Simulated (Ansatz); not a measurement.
# CoSi2: sliding across a plane

The task, for CoSi2: slide the crystal rigidly across a (0 0 1) plane.

Program: Ansatz 0.2.0. Level of theory: DFT PBEsol, scalar-relativistic, plane waves, PAW. These are calculated values, not measurements.

2 further runs of the same task are left out: 2 set aside as unsound or not needed. Runs told in other sessions of the task aren't counted.

## (1) The system as given

It takes space group Fm-3m (No. 225, cubic). The conventional cell has a = 5.313 Å, b = 5.313 Å, c = 5.313 Å, α = 90.00°, β = 90.00°, γ = 90.00°. Around Co (site symmetry m-3m) lie 8 Si at 2.30 Å. Si (site symmetry -43m) is surrounded by 4 Co at 2.30 Å.

Structure file:

```
CELL_PARAMETERS angstrom
-2.65625 -2.65625 0.00000
2.65625 -2.65625 0.00000
0.00000 0.00000 10.62502
ATOMIC_POSITIONS crystal
Co 0.50000 0.50000 0.25000
Co 0.00000 0.00000 0.50000
Co 0.50000 0.50000 0.75000
Co 0.00000 0.00000 0.00000
Si 0.50000 0.00000 0.12500
Si 0.00000 0.50000 0.37500
Si 0.50000 0.00000 0.62500
Si 0.00000 0.50000 0.87500
Si 0.50000 0.00000 0.37500
Si 0.00000 0.50000 0.62500
Si 0.50000 0.00000 0.87500
Si 0.00000 0.50000 0.12500
```

It is built from the cell relaxed beforehand with the same method (12.49 Å³/atom).

## (2) The undisturbed cell

Input file input.yaml:

```yaml
crystal:
  lattice:
    - [-2.6562539695, -2.6562539695, 0.0]
    - [2.6562539695, -2.6562539695, 0.0]
    - [0.0, 0.0, 10.6250158778]
  atoms:
    - { symbol: Co, position: [0.5, 0.5, 0.25] }
    - { symbol: Co, position: [0.0, 0.0, 0.5] }
    - { symbol: Co, position: [0.5, 0.5, 0.75] }
    - { symbol: Co, position: [0.0, 0.0, 0.0] }
    - { symbol: Si, position: [0.5, 0.0, 0.125] }
    - { symbol: Si, position: [0.0, 0.5, 0.375] }
    - { symbol: Si, position: [0.5, 0.0, 0.625] }
    - { symbol: Si, position: [0.0, 0.5, 0.875] }
    - { symbol: Si, position: [0.5, 0.0, 0.375] }
    - { symbol: Si, position: [0.0, 0.5, 0.625] }
    - { symbol: Si, position: [0.5, 0.0, 0.875] }
    - { symbol: Si, position: [0.0, 0.5, 0.125] }
basis:
  ecutwfc: 420
kpoints:
  mp_grid: { grid: [12, 12, 5] }
hamiltonian:
  xc: pbesol
scf:
  occupations: { method: gaussian, width: 0.15 }
output:
  forces: true
  stress: true
  eigenvalues: true
```

Command:

```sh
> ansatz run input.yaml --threads 2 --pin off --max-ram 5120MiB --backend cpu --events-out ev --progress --plain --runs-dir out
```

## (3) Next: sliding across a plane

The cut lies on the cell's a–b face, a (0 0 1) plane of area 14.11 Å², between layers 1.33 Å apart (Co below, Si above); the cell is 10.6 Å thick. Vector c is tilted by f times 1·a + 0·b (length 3.757 Å) with the atoms' Cartesian places fixed: one unrelaxed fault per cell.

## (4) Point f = 0.200

Input file input.yaml:

```yaml
crystal:
  lattice:
    - [-2.6562539695, -2.6562539695, 0.0]
    - [2.6562539695, -2.6562539695, 0.0]
    - [-0.5312507939, -0.5312507939, 10.6250158778]
  atoms:
    - { symbol: Co, position: [0.4625, 0.5, 0.1875] }
    - { symbol: Co, position: [-0.0875, 0.0, 0.4375] }
    - { symbol: Co, position: [0.3625, 0.5, 0.6875] }
    - { symbol: Co, position: [-0.1875, 0.0, 0.9375] }
    - { symbol: Si, position: [0.4875, 0.0, 0.0625] }
    - { symbol: Si, position: [-0.0625, 0.5, 0.3125] }
    - { symbol: Si, position: [0.3875, 0.0, 0.5625] }
    - { symbol: Si, position: [-0.1625, 0.5, 0.8125] }
    - { symbol: Si, position: [0.4375, 0.0, 0.3125] }
    - { symbol: Si, position: [-0.1125, 0.5, 0.5625] }
    - { symbol: Si, position: [0.3375, 0.0, 0.8125] }
    - { symbol: Si, position: [-0.0125, 0.5, 0.0625] }
basis:
  ecutwfc: 420
kpoints:
  mp_grid: { grid: [12, 12, 5] }
hamiltonian:
  xc: pbesol
scf:
  occupations: { method: gaussian, width: 0.15 }
output:
  forces: true
  stress: true
  eigenvalues: true
```

## (5) Point f = 0.400

Input file input.yaml:

```yaml
crystal:
  lattice:
    - [-2.6562539695, -2.6562539695, 0.0]
    - [2.6562539695, -2.6562539695, 0.0]
    - [-1.0625015878, -1.0625015878, 10.6250158778]
  atoms:
    - { symbol: Co, position: [0.425, 0.5, 0.1875] }
    - { symbol: Co, position: [-0.175, 0.0, 0.4375] }
    - { symbol: Co, position: [0.225, 0.5, 0.6875] }
    - { symbol: Co, position: [-0.375, 0.0, 0.9375] }
    - { symbol: Si, position: [0.475, 0.0, 0.0625] }
    - { symbol: Si, position: [-0.125, 0.5, 0.3125] }
    - { symbol: Si, position: [0.275, 0.0, 0.5625] }
    - { symbol: Si, position: [-0.325, 0.5, 0.8125] }
    - { symbol: Si, position: [0.375, 0.0, 0.3125] }
    - { symbol: Si, position: [-0.225, 0.5, 0.5625] }
    - { symbol: Si, position: [0.175, 0.0, 0.8125] }
    - { symbol: Si, position: [-0.025, 0.5, 0.0625] }
basis:
  ecutwfc: 420
kpoints:
  mp_grid: { grid: [12, 12, 5] }
hamiltonian:
  xc: pbesol
scf:
  occupations: { method: gaussian, width: 0.15 }
output:
  forces: true
  stress: true
  eigenvalues: true
```

## (6) f = 0.100

Input file input.yaml:

```yaml
crystal:
  lattice:
    - [-2.6562539695, -2.6562539695, 0.0]
    - [2.6562539695, -2.6562539695, 0.0]
    - [-0.265625397, -0.265625397, 10.6250158778]
  atoms:
    - { symbol: Co, position: [0.48125, 0.5, 0.1875] }
    - { symbol: Co, position: [-0.04375, 0.0, 0.4375] }
    - { symbol: Co, position: [0.43125, 0.5, 0.6875] }
    - { symbol: Co, position: [-0.09375, 0.0, 0.9375] }
    - { symbol: Si, position: [0.49375, 0.0, 0.0625] }
    - { symbol: Si, position: [-0.03125, 0.5, 0.3125] }
    - { symbol: Si, position: [0.44375, 0.0, 0.5625] }
    - { symbol: Si, position: [-0.08125, 0.5, 0.8125] }
    - { symbol: Si, position: [0.46875, 0.0, 0.3125] }
    - { symbol: Si, position: [-0.05625, 0.5, 0.5625] }
    - { symbol: Si, position: [0.41875, 0.0, 0.8125] }
    - { symbol: Si, position: [-0.00625, 0.5, 0.0625] }
basis:
  ecutwfc: 420
kpoints:
  mp_grid: { grid: [12, 12, 5] }
hamiltonian:
  xc: pbesol
scf:
  occupations: { method: gaussian, width: 0.15 }
output:
  forces: true
  stress: true
  eigenvalues: true
```

## (7) Point f = 0.300

Input file input.yaml:

```yaml
crystal:
  lattice:
    - [-2.6562539695, -2.6562539695, 0.0]
    - [2.6562539695, -2.6562539695, 0.0]
    - [-0.7968761908, -0.7968761908, 10.6250158778]
  atoms:
    - { symbol: Co, position: [0.44375, 0.5, 0.1875] }
    - { symbol: Co, position: [-0.13125, 0.0, 0.4375] }
    - { symbol: Co, position: [0.29375, 0.5, 0.6875] }
    - { symbol: Co, position: [-0.28125, 0.0, 0.9375] }
    - { symbol: Si, position: [0.48125, 0.0, 0.0625] }
    - { symbol: Si, position: [-0.09375, 0.5, 0.3125] }
    - { symbol: Si, position: [0.33125, 0.0, 0.5625] }
    - { symbol: Si, position: [-0.24375, 0.5, 0.8125] }
    - { symbol: Si, position: [0.40625, 0.0, 0.3125] }
    - { symbol: Si, position: [-0.16875, 0.5, 0.5625] }
    - { symbol: Si, position: [0.25625, 0.0, 0.8125] }
    - { symbol: Si, position: [-0.01875, 0.5, 0.0625] }
basis:
  ecutwfc: 420
kpoints:
  mp_grid: { grid: [12, 12, 5] }
hamiltonian:
  xc: pbesol
scf:
  occupations: { method: gaussian, width: 0.15 }
output:
  forces: true
  stress: true
  eigenvalues: true
```

## (8) f = 0.500

Input file input.yaml:

```yaml
crystal:
  lattice:
    - [-2.6562539695, -2.6562539695, 0.0]
    - [2.6562539695, -2.6562539695, 0.0]
    - [-1.3281269848, -1.3281269848, 10.6250158778]
  atoms:
    - { symbol: Co, position: [0.40625, 0.5, 0.1875] }
    - { symbol: Co, position: [-0.21875, 0.0, 0.4375] }
    - { symbol: Co, position: [0.15625, 0.5, 0.6875] }
    - { symbol: Co, position: [-0.46875, 0.0, 0.9375] }
    - { symbol: Si, position: [0.46875, 0.0, 0.0625] }
    - { symbol: Si, position: [-0.15625, 0.5, 0.3125] }
    - { symbol: Si, position: [0.21875, 0.0, 0.5625] }
    - { symbol: Si, position: [-0.40625, 0.5, 0.8125] }
    - { symbol: Si, position: [0.34375, 0.0, 0.3125] }
    - { symbol: Si, position: [-0.28125, 0.5, 0.5625] }
    - { symbol: Si, position: [0.09375, 0.0, 0.8125] }
    - { symbol: Si, position: [-0.03125, 0.5, 0.0625] }
basis:
  ecutwfc: 420
kpoints:
  mp_grid: { grid: [12, 12, 5] }
hamiltonian:
  xc: pbesol
scf:
  occupations: { method: gaussian, width: 0.15 }
output:
  forces: true
  stress: true
  eigenvalues: true
```

(Steps that only read results are left out.)

Before running it: what results should come out? Wanted: largest shear traction sampled.

As calculated:

| quantity | value |
| --- | --- |
| highest fault energy sampled | 19145 mJ/m² at f = 0.500 |
| largest shear traction sampled | 177.8 GPa |

In words: The highest point computed is 19145 mJ/m², at f = 0.500; the true top can lie between points. The values are for rigid blocks: relaxation normal to the plane would bring them down. The final runs have no spin polarisation, so a magnetic state may lie lower. Where forces pass 15 eV/Å atoms stand far too close, the PAW spheres overlap strongly and those numbers are rough.
